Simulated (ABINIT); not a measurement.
Here is an ABINIT 10.8.3 (patched build) calculation.

Contents of run.abi:

```
# Datasets: ground state, then fixed potential
ndtset 2

# Pseudopotentials
pp_dirpath "./"
pseudos "As.GGA_PBE-JTH_sp.xml, Ga.GGA_PBE-JTH.xml"

# Structure
acell 3*1.0
rprim
     0.0000000000     5.3419722954     5.3419722954
     5.3419722954     0.0000000000     5.3419722954
     5.3419722954     5.3419722954     0.0000000000
ntypat 2
znucl 33 31
natom 2
typat 1 2
xred
     0.7500000000     0.7500000000     0.7500000000
     0.0000000000     0.0000000000     0.0000000000

# Plane-wave basis
ecut 17.0
pawecutdg 34.0

# Exchange and correlation
ixc -106131

# Bands and occupations
occopt 3
tsmear 0.00183747

# SCF cycle
nstep 100

# Output
iomode 3
prtwf 0
prteig 0
prtebands 0
enunit 1
prtden1 1

# Dataset 1
kptopt1 1
ngkpt1 8 8 8
nshiftk1 1
shiftk1 0.0 0.0 0.0
nband1 13
tolvrs1 1.0e-9

# Dataset 2: bands along G-X-W-K-G-L-U-W-L-K
iscf2 -2
getden2 1
nband2 17
nbdbuf2 2
tolwfr2 1.0e-12
kptopt2 -9
ndivsm2 6
prteig2 1
prtvol2 -3
kptbounds2
     0.0000000000     0.0000000000     0.0000000000
     0.5000000000     0.0000000000     0.5000000000
     0.5000000000     0.2500000000     0.7500000000
     0.3750000000     0.3750000000     0.7500000000
     0.0000000000     0.0000000000     0.0000000000
     0.5000000000     0.5000000000     0.5000000000
     0.6250000000     0.2500000000     0.6250000000
     0.5000000000     0.2500000000     0.7500000000
     0.5000000000     0.5000000000     0.5000000000
     0.3750000000     0.3750000000     0.7500000000
```

Potentials or basis: JTH PAW PBE v2.0 sp.

Run with:

```console
$ abinit run.abi > log 2>&1
```

Task: What does it give for the band gap on the k mesh?

Result: 0.37 eV, direct.

Task: What does it give for the band gap along the path?

Result: 0.37 eV, direct.

Levels at the corners of the path, in eV from the valence-band top:
| point | band 5 | band 6 | band 7 | band 8 | band 9 | band 10 | band 11 | band 12 | band 13 | band 14 |
| --- | --- | --- | --- | --- | --- | --- | --- | --- | --- | --- |
| Γ | -14.83 | -12.75 | 0.00 | 0.00 | 0.00 | 0.37 | 3.80 | 3.80 | 3.80 | 7.87 |
| X | -14.82 | -10.29 | -6.84 | -2.64 | -2.64 | 1.63 | 1.74 | 10.16 | 10.16 | 11.05 |
| W | -14.83 | -10.24 | -6.67 | -3.46 | -3.27 | 4.57 | 4.89 | 5.48 | 6.25 | 11.12 |
| K | -14.83 | -10.33 | -6.66 | -3.77 | -2.22 | 2.07 | 4.71 | 8.02 | 8.12 | 8.82 |
| Γ | -14.83 | -12.75 | 0.00 | 0.00 | 0.00 | 0.37 | 3.80 | 3.80 | 3.80 | 7.87 |
| L | -14.83 | -11.02 | -6.61 | -1.13 | -1.13 | 0.98 | 4.74 | 4.74 | 8.04 | 10.53 |
| U | -14.83 | -10.33 | -6.66 | -3.77 | -2.22 | 2.07 | 4.71 | 8.02 | 8.12 | 8.82 |
| W | -14.83 | -10.24 | -6.67 | -3.46 | -3.27 | 4.57 | 4.89 | 5.48 | 6.25 | 11.12 |
| L | -14.83 | -11.02 | -6.61 | -1.13 | -1.13 | 0.98 | 4.74 | 4.74 | 8.04 | 10.53 |
| K | -14.83 | -10.33 | -6.66 | -3.77 | -2.22 | 2.07 | 4.71 | 8.02 | 8.12 | 8.82 |

Caveat: this set keeps more shells in the core, which shifts pressures and gaps.

**The experiment to reproduce.**

From “Evidence of valence band perturbations in GaAsN/GaAs(001): A combined variable-angle spectroscopic ellipsometry and modulated photoreflectance investigation”, 2008, arxiv:0805.2212, for a bulk crystal of GaAs at 300 K: band gap 1.412 ± 0.01 eV (direct).

Measured gap of GaAs: 1.412 eV (direct; 300 K; “Evidence of valence band perturbations in GaAsN/GaAs(001): A combined variable-angle spectroscopic ellipsometry and modulated photoreflectance investigation”, 2008, arxiv:0805.2212). This calculation gives 0.37 eV (-1.04 eV). So large a miss can be the level of theory's own, or it may mean another phase, state or a wrong row. 3 values of this kind are on record (1.412 to 1.51 eV); this one was drawn at random among those near their median, those with a stated uncertainty first. Spin-orbit coupling on As, Ga is left out. The value is that of BLYP, without temperature or zero-point motion. Semilocal functionals fall short of measured gaps as a rule.
